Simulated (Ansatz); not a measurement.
## MoP: the change of pressure with volume per atom

All results are calculated (Ansatz 0.2.0). Periodic Kohn-Sham DFT of a crystal at fixed atoms; pressure and stress are positive in compression; the energy is the free energy less that of spherical unpolarised free atoms; site moments are those in the method's own spheres, positive along +z.

Cell of the first row (space group P-6m2, No. 187):
```
MoP
1.0
      3.1794     0.0000     0.0000
     -1.5897     2.7535     0.0000
      0.0000     0.0000     3.1479
Mo P
1 1
Direct
  0.00000 0.00000 0.00000
  0.33333 0.66667 0.50000
```

Settings of every row: method frozen-core PAW; functional PBE; relativity scalar; k mesh 15x15x13; filling fermi-dirac; smearing width 0.08 eV; wave cutoff 420 eV; paw set soft_2.

Atom start moment: 0 on all atoms.

| row | volume per atom (Å³) | pressure (GPa) |
| --- | --- | --- |
| 1 | 13.779 | 13.237 |
| 2 | 14.066 | 7.711 |
| 3 | 14.353 | 2.748 |
| 4 | 14.64 | ? |
| 5 | 14.927 | -5.712 |

Question: what pressure should row 4 give?

Worked fit of pressure. Take u = (V_r/V)^(2/3) − 1 with V_r = 14.21 Å³ an atom, which is twice the finite (Eulerian) strain; such expansions in the strain, on which the Birch-Murnaghan equation of state is built, carry the rest volume and the bulk modulus. The shown rows have u = 0.02075, 0.00681, -0.00665, -0.03228. Least squares give pressure = 5.1551 + 368.793 × u + 995.98 × u² GPa; a straight line predicts inner rows, each left out in turn, worse (root mean square 0.44 against 0.0035 GPa). The rows lie off it by 0.001, -0.002, 0.001, 0.000. The pressure vanishes at u = -0.0146, or V = 14.53 Å³ an atom, and there the bulk modulus at fixed shape and fractions is B = −V dP/dV = (2/3)(1 + u) dP/du = 223 GPa. Letting shape and atoms relax would as a rule lower it, by much in layered, chain or molecular crystals. The withheld row has u = -0.01968, so the fit gives 5.1551 + 368.793 × (-0.01968) + 995.98 × (-0.01968)² = -1.717 GPa.

The calculation gave -1.71 GPa. The fit lies 0.007 GPa (0.037 % of the column's range) below it; its largest miss of a shown row is 0.002 GPa.
